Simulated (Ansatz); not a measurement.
**AgO in Ansatz: the effect of target pressure**

The system is AgO.

```xyz
2
Lattice="0.0000 2.4080 2.4080 2.4080 0.0000 2.4080 2.4080 2.4080 0.0000" Properties=species:S:1:pos:R:3 pbc="T T T"
Ag    0.0000    0.0000    0.0000
O     3.6120    3.6120    3.6120
```

Alike in all runs:

- Program: Ansatz 0.2.0
- Task: relaxation of cell and atoms
- Functional: r2SCAN
- Potentials or basis: Ansatz PAW
- Cutoff: 500 eV (not typed: the program's choice for these potentials)
- k mesh: 10 × 10 × 10
- Occupations: fermi-dirac, width 0.05 eV
- Spin: no spin polarisation

Each run relaxes the cell or the atoms first.

```tsv
target pressure	relaxed volume (Å³/atom)
0 GPa	?
2 GPa	15.21
5 GPa	14.84
10 GPa	14.33
20 GPa	13.53
30 GPa	12.92
```

Q: What does the run with target pressure 0 GPa give?

A: Relaxed volume 15.48 Å³/atom.

Worked out: In Murnaghan's law V^(-B') rises as a straight line in P. The other rows fit best with B' = 4.4, V0 = 15.48 Å³/atom and B0 = 109 GPa, which gives 15.48 Å³/atom at 0 GPa, against the run's 15.48.

Caveats: the plane-wave basis is chosen anew once the cell has moved, so the energies of steps on either side of that aren't comparable; an odd number of electrons without spin polarisation forces a metal; a magnetic or distorted state may lie lower; the PAW data sets come from PBE, with cores solved anew for the run's functional, which leaves a small shift of forces and pressure.
